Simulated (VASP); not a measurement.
Crystal: HfO2.

```
CELL_PARAMETERS angstrom
4.81353 0.00000 0.00000
0.00000 4.81353 0.00000
0.00000 0.00000 3.20542
ATOMIC_POSITIONS crystal
Hf 0.50000 0.50000 0.50000
Hf 0.00000 0.00000 0.00000
O 0.80504 0.19496 0.50000
O 0.69496 0.69496 0.00000
O 0.30504 0.30504 0.00000
O 0.19496 0.80504 0.50000
```

Measurements of this composition are mostly on another form, of space group No. 14.

| Item | Value |
| --- | --- |
| Program | VASP 6.6.1 |
| Task | relaxation of cell and atoms |
| Functional | RPBE |
| Potentials or basis | VASP PAW PBE potentials, release 64 (Hf_pv, O) |
| Cutoff | 600 eV |
| k mesh | 6 × 6 × 8 |
| Occupations | fermi-dirac, width 0.05 eV |
| Spin | no spin polarisation |

At the start: pressure 9.7 GPa; volume 12.38 Å³/atom.

Q: How do energy, volume and symmetry change on relaxing?

A: Over 5 steps the energy falls by 16.1 meV/atom and the volume is 12.94 Å³/atom (+4.5 %); space group P4_2/mnm (No. 136, to 0.05 Å).

The path:
| step | energy change (eV) | largest force (eV/Å) | pressure (GPa) | volume (Å³) |
| --- | --- | --- | --- | --- |
| 1 | 0.0000 | 0.0566 | 9.75 | 74.27 |
| 2 | 0.1122 | 0.2981 | -11.78 | 82.66 |
| 3 | -0.0936 | 0.1062 | -0.10 | 77.52 |
| 4 | -0.0937 | 0.1034 | 0.08 | 77.45 |
| 5 | -0.0968 | 0.0097 | 0.06 | 77.61 |

Final structure:
```
Hf O
1.0
     4.89369    0.00000    0.00000
     0.00000    4.89369    0.00000
     0.00000    0.00000    3.24076
Hf O
2 4
Direct
  0.50000 0.50000 0.50000
  0.00000 0.00000 0.00000
  0.80551 0.19449 0.50000
  0.69449 0.69449 0.00000
  0.30551 0.30551 0.00000
  0.19449 0.80551 0.50000
```

Caveat: the PAW data sets were made with another functional, which shifts forces and pressure a little.
